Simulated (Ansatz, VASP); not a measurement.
**TiO2 in VASP and in Ansatz**

INCAR

```
ALGO = Normal ; EDIFF = 1E-6
ENCUT = 520 ; GGA = PE
ISIF = 2 ; ISMEAR = 0
LASPH = T ; LCHARG = F
LREAL = F ; LWAVE = F
NELM = 60 ; PREC = Accurate
SIGMA = 0.013000000000000001
```

Contents of KPOINTS:

```
k-points
0
Gamma
  6 6 9
```

File POSCAR:

```
TiO2
1.0
    4.5998373239      0.0000000000      0.0000000000
    0.0000000000      4.5998373239      0.0000000000
    0.0000000000      0.0000000000      2.9592135600
Ti O
2 4
Direct
    0.0000000000      0.0000000000      0.5000000000
    0.5000000000      0.5000000000      0.0000000000
    0.3043213200      0.3043213200      0.5000000000
    0.1956786800      0.8043213200      0.0000000000
    0.8043213200      0.1956786800      0.0000000000
    0.6956786800      0.6956786800      0.5000000000
```

input.yaml

```yaml
crystal:
  lattice:
    - [4.5998373239, 0.0, 0.0]
    - [0.0, 4.5998373239, 0.0]
    - [0.0, 0.0, 2.95921356]
  atoms:
    - { symbol: Ti, position: [0.0, 0.0, 0.5] }
    - { symbol: Ti, position: [0.5, 0.5, 0.0] }
    - { symbol: O, position: [0.30432132, 0.30432132, 0.5] }
    - { symbol: O, position: [0.19567868, 0.80432132, 0.0] }
    - { symbol: O, position: [0.80432132, 0.19567868, 0.0] }
    - { symbol: O, position: [0.69567868, 0.69567868, 0.5] }
hamiltonian:
  xc: pbe
  pseudopotentials: { kind: paw }
kpoints:
  mp_grid: { grid: [6, 6, 9] }
scf:
  occupations: { method: gaussian, width: 0.013 }
output:
  forces: true
  stress: true
  eigenvalues: true
  write_density: true
  write_potential: true
  elf: true
  volumetric_format: npy
```

The cell is a database's computed one.

Alike in both runs: task single point; functional PBE; k mesh 6 × 6 × 9; occupations gaussian, width 0.013 eV; no spin polarisation.

|  | VASP | Ansatz |
| --- | --- | --- |
| version | VASP 6.6.1 | Ansatz 0.2.0 |
| potentials or method | VASP PAW PBE potentials, release 64 (Ti_sv, O) | Ansatz PAW |
| plane-wave cutoff (eV) | 520 | 420 |
| valence electrons in the cell | 48 | 48 |

|  | VASP | Ansatz | Ansatz less VASP |
| --- | --- | --- | --- |
| gap on the k mesh at the Fermi level (eV) | 1.84 | 1.87 | +0.027 |
| least direct gap on the mesh (eV) | 1.84 | 1.87 | +0.027 |
| pressure (GPa) | 4.9 | 4.2 | -0.68 |
| largest component of the traceless stress (GPa) | 0.35 | 0.55 | +0.199 |
| rms of the force components (eV/Å) | 0.010 | 0.002 | -0.0080 |

Atom by atom the forces differ by 0.012 eV/Å (rms over components).

Caveats: an odd mesh through Γ misses points on the zone boundary, where band edges often lie (VASP); odd divisions of the mesh miss points on the zone boundary, where band edges often lie, so the gap on the mesh can be too wide (Ansatz); the pressure holds a Pulay correction of +0.7 GPa for the finite cutoff (Ansatz). PBE gaps usually lie below the measured ones, often by a third to a half.
